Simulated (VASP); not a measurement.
# Pt (Fm-3m) in VASP: elastic constants with LDA

Aim: the elastic constants of Pt with LDA.

Everything below comes from runs of VASP 6.6.1. Logs are shortened: lines on timing, memory, paths and dates and some standing lists are left out, and cuts for length are marked.

### 1 The crystal as given

It takes space group Fm-3m (No. 225, cubic). The conventional cell has a = 3.943 Å, b = 3.943 Å, c = 3.943 Å, α = 90.00°, β = 90.00°, γ = 90.00°. Pt (site symmetry m-3m) has 12 Pt at 2.79 Å as nearest neighbours.

### 2 Elastic constants, LDA

Contents of POSCAR:

```
Pt
1.0
    0.0000000000      1.9715751800      1.9715751800
    1.9715751800      0.0000000000      1.9715751800
    1.9715751800      1.9715751800      0.0000000000
Pt
1
Direct
    0.0000000000      0.0000000000      0.0000000000
```

Contents of INCAR.step1:

```
PREC = Accurate ; ENCUT = 580
EDIFF = 1E-8 ; ISMEAR = 0
SIGMA = 0.1 ; LREAL = F
LASPH = T ; NELM = 60
ALGO = Fast ; ISIF = 3
LWAVE = F ; LCHARG = F
GGA = CA ; IBRION = 2
NSW = 40 ; EDIFFG = -0.002
```

Contents of INCAR.step2:

```
PREC = Accurate ; ENCUT = 580
EDIFF = 1E-8 ; ISMEAR = 0
SIGMA = 0.1 ; LREAL = F
LASPH = T ; NELM = 60
ALGO = Fast ; ISIF = 3
LWAVE = F ; LCHARG = F
GGA = CA ; IBRION = 6
NFREE = 2 ; POTIM = 0.015
NSW = 1
```

Contents of KPOINTS:

```
Automatic mesh
0
Gamma
  18 18 18
```

Potentials or basis: VASP PAW LDA potentials, release 64 (Pt).

Launch:

```bash
$ cat potpaw_LDA.64/Pt/POTCAR > POTCAR
$ cp INCAR.step1 INCAR
$ mpirun -np 1 vasp_std > vasp.out
$ cp CONTCAR POSCAR
$ cp INCAR.step2 INCAR
$ mpirun -np 1 vasp_std > vasp.out
```

OUTCAR:

```text
PREC = Accurate
   ENCUT = 580
   EDIFF = 1E-8
   ISMEAR = 0
   LREAL = F
   LASPH = T
   NELM = 60
   ISIF = 3
   GGA = CA
   IBRION = 6
   NFREE = 2
   POTIM = 0.015
   NSW = 1

 ion  position               nearest neighbor table
   1  0.000  0.000  0.000-

  LATTYP: Found a face centered cubic cell.
 ALAT       =     3.8973049889

  Lattice vectors:

 A1 = (   0.0000000000,   1.9486524945,   1.9486524945)
 A2 = (   1.9486524945,   0.0000000000,   1.9486524945)
 A3 = (   1.9486524945,   1.9486524945,   0.0000000000)

Analysis of symmetry for initial positions (statically):
=====================================================================
 Subroutine PRICEL returns:
 Original cell was already a primitive cell.

 Routine SETGRP: Setting up the symmetry group for a
 face centered cubic supercell.

 Subroutine GETGRP returns: Found 48 space group operations
 (whereof 48 operations were pure point group operations)
 out of a pool of 48 trial point group operations.

The static configuration has the point symmetry O_h .

Analysis of symmetry for dynamics (positions and initial velocities):
=====================================================================
 Subroutine PRICEL returns:
 Original cell was already a primitive cell.

 Routine SETGRP: Setting up the symmetry group for a
 face centered cubic supercell.

 Subroutine GETGRP returns: Found 48 space group operations
 (whereof 48 operations were pure point group operations)
 out of a pool of 48 trial point group operations.

The dynamic configuration has the point symmetry O_h .

 Subroutine INISYM returns: Found 48 space group operations
 (whereof 48 operations are pure point group operations),
 and found     1 'primitive' translations

----------------------------------------------------------------------------------------

                                     Primitive cell

  volume of cell :      14.7990

  direct lattice vectors                    reciprocal lattice vectors
     0.000000000  1.948652494  1.948652494    -0.256587566  0.256587566  0.256587566
     1.948652494  0.000000000  1.948652494     0.256587566 -0.256587566  0.256587566
     1.948652494  1.948652494  0.000000000     0.256587566  0.256587566 -0.256587566

  length of vectors
     2.755810786  2.755810786  2.755810786     0.444422700  0.444422700  0.444422700

  position of ions in fractional coordinates (direct lattice)
     0.000000000  0.000000000  0.000000000

  ion indices of the primitive-cell ions
   primitive index   ion index
                 1           1

----------------------------------------------------------------------------------------

 KPOINTS: Automatic mesh

Automatic generation of k-mesh.
 Grid dimensions read from file:
 generate k-points for:   18   18   18

 Generating k-lattice:

  Cartesian coordinates                     Fractional coordinates (reciprocal lattice)
    -0.014254865  0.014254865  0.014254865     0.055555556  0.000000000  0.000000000
     0.014254865 -0.014254865  0.014254865     0.000000000  0.055555556  0.000000000
[... 102 lines left out ...]

 number of electron       9.9999999 magnetization

 Free energy of the ion-electron system (eV)
  ---------------------------------------------------
  ext. energy  EPLUGINS =         0.00000000
  ---------------------------------------------------
  free energy    TOTEN  =        -7.50717680 eV

  energy without entropy =       -7.49682076  energy(sigma->0) =       -7.50199878

------------------------ aborting loop because EDIFF is reached ----------------------------------------

  FORCE on cell =-STRESS in cart. coord.  units (eV):
  Direction    XX          YY          ZZ          XY          YZ          ZX
  --------------------------------------------------------------------------------------
  -------------------------------------------------------------------------------------
  Total       -0.0014574     -0.0014574     -0.0014574      0.0000000      0.0000000      0.0000000
  in kB       -0.1577866     -0.1577866     -0.1577866      0.0000000      0.0000000      0.0000000
  external PRESSURE =      -0.1577866 kB  Pullay stress =       0.0000000 kB
[... 86 lines left out ...]
  FREE ENERGIE OF THE ION-ELECTRON SYSTEM (eV)
  ---------------------------------------------------
  free  energy   TOTEN  =        -7.5031581762 eV

  energy  without entropy=       -7.4931599932  energy(sigma->0) =       -7.49815908

[... ionic steps 4 to 12 ...]

--------------------------------------- Ionic step       13  -------------------------------------------

 number of electron       9.9999999 magnetization

------------------------ aborting loop because EDIFF is reached ----------------------------------------
[... 65 lines left out ...]
--------------------------------------- Ionic step       15  -------------------------------------------

 number of electron      10.0000000 magnetization

 Free energy of the ion-electron system (eV)
  ---------------------------------------------------
  ext. energy  EPLUGINS =         0.00000000
  ---------------------------------------------------
  free energy    TOTEN  =        -7.50717672 eV

  energy without entropy =       -7.49682071  energy(sigma->0) =       -7.50199871

 E-fermi :  11.5136     XC(G=0): -13.7974

 val. band max:       11.5088298152   @ k =  -0.3333   0.3889   0.1111
 cond. band min:      11.5265875207   @ k =   0.3889   0.2222   0.0000
 fundamental gap:      0.0177577055
 Fermi energy:        11.5136208865

 k-point     1 :       0.0000    0.0000    0.0000
  band No.  band energies     occupation
      1       1.0516      2.00000
      2       7.5721      2.00000
      3       7.5721      2.00000
      4       7.5721      2.00000
      5       9.8330      2.00000
      6       9.8330      2.00000
      7      26.0771      0.00000
      8      31.1055      0.00000
      9      31.1055      0.00000
[... 265 lines left out ...]
 k-point    24 :      -0.2222    0.0556    0.0000
  band No.  band energies     occupation
      1       3.1276      2.00000
      2       7.0683      2.00000
      3       7.9830      2.00000
      4       8.0518      2.00000
      5       9.6196      2.00000
      6      10.3283      2.00000
      7      25.2872      0.00000
      8      28.0989      0.00000
      9      32.7293      0.00000

 [... further k-points ...]

------------------------ aborting loop because EDIFF is reached ----------------------------------------

  FORCE on cell =-STRESS in cart. coord.  units (eV):
  Direction    XX          YY          ZZ          XY          YZ          ZX
  --------------------------------------------------------------------------------------
  -------------------------------------------------------------------------------------
  Total       -0.0018538     -0.0018538     -0.0018538     -0.0000000      0.0000000     -0.0000000
  in kB       -0.2006928     -0.2006928     -0.2006928     -0.0000000      0.0000000     -0.0000000
  external PRESSURE =      -0.2006928 kB  Pullay stress =       0.0000000 kB
[... 16 lines left out ...]
  FREE ENERGIE OF THE ION-ELECTRON SYSTEM (eV)
  ---------------------------------------------------
  free  energy   TOTEN  =        -7.5071767212 eV

  energy  without entropy=       -7.4968207060  energy(sigma->0) =       -7.50199871

 INTERNAL STRAIN TENSORS FROM STRAINED CELLS
 ============================================

 INTERNAL STRAIN TENSOR FOR ION    1 for displacements in x,y,z  (eV/Angst):
          X           Y           Z          XY          YZ          ZX
  --------------------------------------------------------------------------------
  x     0.00000    -0.00000     0.00000     0.00000    -0.00000     0.00000
  y     0.00000     0.00000    -0.00000     0.00000     0.00000     0.00000
  z     0.00000    -0.00000     0.00000    -0.00000     0.00000    -0.00000

 INTERNAL STRAIN TENSORS FROM DISPLACED ATOMS
 ============================================

 INTERNAL STRAIN TENSOR FOR ION    1 for displacements in x,y,z  (eV/Angst):
          X           Y           Z          XY          YZ          ZX
  --------------------------------------------------------------------------------
  x     0.00000     0.00000     0.00000     0.00000     0.00000     0.00000
  y     0.00000     0.00000     0.00000     0.00000     0.00000     0.00000
  z     0.00000     0.00000     0.00000     0.00000     0.00000     0.00000

 Eigenvectors and eigenvalues of the dynamical matrix
 ----------------------------------------------------

   1 f  =    0.000000 THz     0.000000 2PiTHz    0.000000 cm-1     0.000000 meV
             X         Y         Z           dx          dy          dz
      0.000000  0.000000  0.000000     1.000000    0.000000    0.000000

   2 f  =    0.000000 THz     0.000000 2PiTHz    0.000000 cm-1     0.000000 meV
             X         Y         Z           dx          dy          dz
      0.000000  0.000000  0.000000     0.000000    1.000000    0.000000

   3 f  =    0.000000 THz     0.000000 2PiTHz    0.000000 cm-1     0.000000 meV
             X         Y         Z           dx          dy          dz
      0.000000  0.000000  0.000000     0.000000    0.000000    1.000000

--------------------------------------------------------------------------------------------------------

 ELASTIC MODULI CONTR FROM IONIC RELAXATION (kBar)
 Direction    XX          YY          ZZ          XY          YZ          ZX
 --------------------------------------------------------------------------------
 XX           0.0000      0.0000      0.0000      0.0000      0.0000      0.0000
 YY           0.0000      0.0000      0.0000      0.0000      0.0000      0.0000
 ZZ           0.0000      0.0000      0.0000      0.0000      0.0000      0.0000
 XY           0.0000      0.0000      0.0000      0.0000      0.0000      0.0000
 YZ           0.0000      0.0000      0.0000      0.0000      0.0000      0.0000
 ZX           0.0000      0.0000      0.0000      0.0000      0.0000      0.0000
 --------------------------------------------------------------------------------

 TOTAL ELASTIC MODULI (kBar)
 Direction    XX          YY          ZZ          XY          YZ          ZX
 --------------------------------------------------------------------------------
 XX        3770.4532   2711.1878   2711.1878     -0.0000     -0.0000      0.0000
 YY        2711.1878   3770.4532   2711.1878      0.0000     -0.0000      0.0000
 ZZ        2711.1878   2711.1878   3770.4532     -0.0000     -0.0000      0.0000
 XY          -0.0000      0.0000     -0.0000    781.6672      0.0000      0.0000
 YZ          -0.0000     -0.0000     -0.0000      0.0000    781.6672      0.0000
 ZX           0.0000      0.0000      0.0000      0.0000      0.0000    781.6672
 --------------------------------------------------------------------------------
```

Run time: 19 min. Hardware: 1 thread of AMD EPYC 9R45 (Zen 5), shared host; peak memory 0.52 GiB.

Results:

```
Relaxed volume                         : 14.80 Å³/atom
Relaxed cell                           : a = 2.756 Å, b = 2.756 Å, c = 2.756 Å, α = 60.00°, β = 60.00°, γ = 60.00°
Space group after relaxing (to 0.05 Å) : Fm-3m (No. 225)
Elastic constants C11, C12, C44        : 377, 271, 78 GPa
Voigt bulk modulus                     : 306 GPa
```

Step by step:
```tsv
step	energy change (eV)	largest force (eV/Å)	pressure (GPa)	volume (Å³)
1	0.0000	0.0000	-9.81	15.33
2	0.1553	0.0000	42.03	13.34
3	-0.0167	0.0000	-0.43	14.82
4	-0.0168	0.0000	-0.09	14.80
5	-0.0168	0.0000	0.12	14.79
6	-0.0168	0.0000	-0.31	14.81
7	-0.0168	0.0000	0.00	14.80
```

Final structure:
```cif
data_structure
_symmetry_space_group_name_H-M 'P 1'
_symmetry_Int_Tables_number 1
_cell_length_a 2.7558
_cell_length_b 2.7558
_cell_length_c 2.7558
_cell_angle_alpha 60.000
_cell_angle_beta 60.000
_cell_angle_gamma 60.000
_cell_volume 14.80
loop_
_atom_site_label
_atom_site_type_symbol
_atom_site_fract_x
_atom_site_fract_y
_atom_site_fract_z
_atom_site_occupancy
Pt1 Pt 0.00000 0.00000 0.00000 1
```

Elastic tensor in Voigt notation (GPa, in the Cartesian axes of the cell as first typed):
```
377 271 271   0   0   0
271 377 271   0   0   0
271 271 377   0   0   0
  0   0   0  78   0   0
  0   0   0   0  78   0
  0   0   0   0   0  78
```

Clamped-ion elastic tensor (GPa):
```
377 271 271   0   0   0
271 377 271   0   0   0
271 271 377   0   0   0
  0   0   0  78   0   0
  0   0   0   0  78   0
  0   0   0   0   0  78
```

The run has no spin-orbit coupling, so splittings on Pt are missing.
